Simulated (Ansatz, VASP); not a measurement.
## Al3Au in VASP and in Ansatz

```xyz
4
Lattice="-2.0651 2.0651 4.1362 2.0651 -2.0651 4.1362 2.0651 2.0651 -4.1362" Properties=species:S:1:pos:R:3 pbc="T T T"
Au    0.0000    0.0000    0.0000
Al    0.0000    0.0000    4.1362
Al    2.0651    0.0000    2.0681
Al    0.0000    2.0651    2.0681
```

Change from the starting cell: volume scaled by 1.06.

Alike in both runs: task single point; functional PBE; k mesh 9 × 9 × 9; occupations fermi-dirac, width 0.05 eV; no spin polarisation.

```csv
,VASP,Ansatz
version,VASP 6.6.1,Ansatz 0.2.0
potentials or method,"VASP PAW PBE potentials, release 64 (Au, Al)",Ansatz PAW
plane-wave cutoff (eV),520,420
valence electrons in the cell,20,28
```

```csv
,VASP,Ansatz,Ansatz less VASP
gap on the k mesh at the Fermi level (eV),none,none,-
pressure (GPa),-4.6,-4.5,+0.10
largest component of the traceless stress (GPa),0.20,0.21,+0.009
```

A gap of «none» marks a metal or a gap that the smearing closes. With one functional, cell and mesh, what is left measures potentials, basis and numerics. The two sets of potentials don't hold the same shells in valence.

The runs have no spin-orbit coupling, so splittings on Au are missing.
